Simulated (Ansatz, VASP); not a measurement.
**One calculation of BN, two programs**

```
CELL_PARAMETERS angstrom
3.62600 0.00000 0.00000
0.00000 -3.62600 0.00000
0.00000 0.00000 -3.62600
ATOMIC_POSITIONS crystal
B 0.00000 0.50000 0.50000
B 0.50000 0.00000 0.50000
B 0.50000 0.50000 0.00000
B 0.00000 0.00000 0.00000
N 0.75000 0.75000 0.74311
N 0.25000 0.25000 0.75000
N 0.25000 0.75000 0.25000
N 0.75000 0.25000 0.25000
```

Alike in both runs: task single point; functional PBE; k mesh 6 × 6 × 6; occupations gaussian, width 0.05 eV; no spin polarisation.

```csv
,VASP,Ansatz
version,VASP 6.6.1,Ansatz 0.2.0
potentials or method,"VASP PAW PBE potentials, release 64 (B, N)","scalar-relativistic, plane waves, PAW"
plane-wave cutoff (eV),520,420
valence electrons in the cell,32,32
```

Ansatz gave:

| Item | Value |
| --- | --- |
| gap on the k mesh at the Fermi level (eV) | 4.40 |
| least direct gap on the mesh (eV) | 4.40 |
| pressure (GPa) | -0.4 |
| largest component of the traceless stress (GPa) | 0.11 |
| rms of the force components (eV/Å) | 0.196 |

Task: What did VASP give for the same quantities?

Result: gap on the k mesh at the Fermi level (eV): 4.39; least direct gap on the mesh (eV): 4.39; pressure (GPa): -0.1; largest component of the traceless stress (GPa): 0.12; rms of the force components (eV/Å): 0.197.

Atom by atom the forces differ by 0.001 eV/Å (rms over components). The functional is the same, so the differences come from potentials, cutoffs and numerics.

A k mesh can miss the band edges.
